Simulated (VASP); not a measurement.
A run of VASP 6.6.1 is set up as follows.

Contents of INCAR:

```
SYSTEM = InAs
ALGO = Normal
EDIFF = 1E-6
ENCUT = 520
GGA = PE
ISIF = 2
ISMEAR = 0
ISYM = 0
LASPH = .TRUE.
LCHARG = .FALSE.
LREAL = .FALSE.
LWAVE = .FALSE.
NBANDS = 16
NELM = 60
PREC = Accurate
SIGMA = 0.1
```

Contents of KPOINTS:

```
k-points
0
G
  8 8 11
  0 0 0
```

Contents of POSCAR:

```
InAs
1.0
    4.3746994670      0.0000000000      0.0000000000
    0.0000000000      4.3746994670      0.0000000000
    2.1873497335      2.1873497335      3.0933796587
In As
1 1
Direct
    0.0000000000      0.0000000000      0.0000000000
    0.7500000000      0.2500000000      0.5000000000
```

Potentials or basis: VASP PAW PBE potentials, release 64 (In_d, As).

The run is started by

```bash
$ cat potpaw_PBE.64/In_d/POTCAR potpaw_PBE.64/As/POTCAR > POTCAR
$ mpirun -np 1 vasp_std > vasp.out
```

Task: Predict the pressure.

Result: 0.0 GPa.

Task: What does it give for the band gap on the k mesh?

Result: Zero (filled and empty bands touch).

Caveat: semilocal functionals underestimate gaps, so a narrow gap can read as zero; spin-orbit coupling is left out, which moves the levels of the heavy elements.

**The experiment to reproduce.**

From a printed reference work, data compilation, for a bulk crystal of InAs at 4.2 K: band gap 0.418 eV (direct).

Measured gap of InAs: 0.418 eV (direct; 4.2 K; a printed reference work, data compilation). This calculation gives 0.00 eV (-0.42 eV). Spin-orbit coupling on As, In is left out. The value is that of PBE on a finite k mesh, which can miss the band edges, without temperature or zero-point motion. Semilocal functionals fall short of measured gaps as a rule.
